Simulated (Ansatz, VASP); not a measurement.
# Al in VASP and in Ansatz

```
Al
1.0
     0.00000    2.02481    2.02481
     2.02481    0.00000    2.02481
     2.02481    2.02481    0.00000
Al
1
Cartesian
  0.0000 0.0000 0.0000
```

Alike in both runs: task single point; functional PBEsol; k mesh 11 × 11 × 11; occupations fermi-dirac, width 0.05 eV; no spin polarisation.

|  | VASP | Ansatz |
| --- | --- | --- |
| version | VASP 6.6.1 | Ansatz 0.2.0 |
| potentials or method | VASP PAW PBE potentials, release 64 (Al) | Ansatz PAW |
| plane-wave cutoff (eV) | 520 | 420 |
| valence electrons in the cell | 3 | 3 |

|  | VASP | Ansatz | Ansatz less VASP |
| --- | --- | --- | --- |
| gap on the k mesh at the Fermi level (eV) | none | none | - |
| pressure (GPa) | -1.9 | -1.9 | -0.05 |

A gap of «none» marks a metal or a gap that the smearing closes.

Caveats: the PAW data sets were made with another functional, which shifts forces and pressure a little (VASP); the PAW data sets come from PBE, with cores solved anew for the run's functional, which leaves a small shift of forces and pressure (Ansatz).
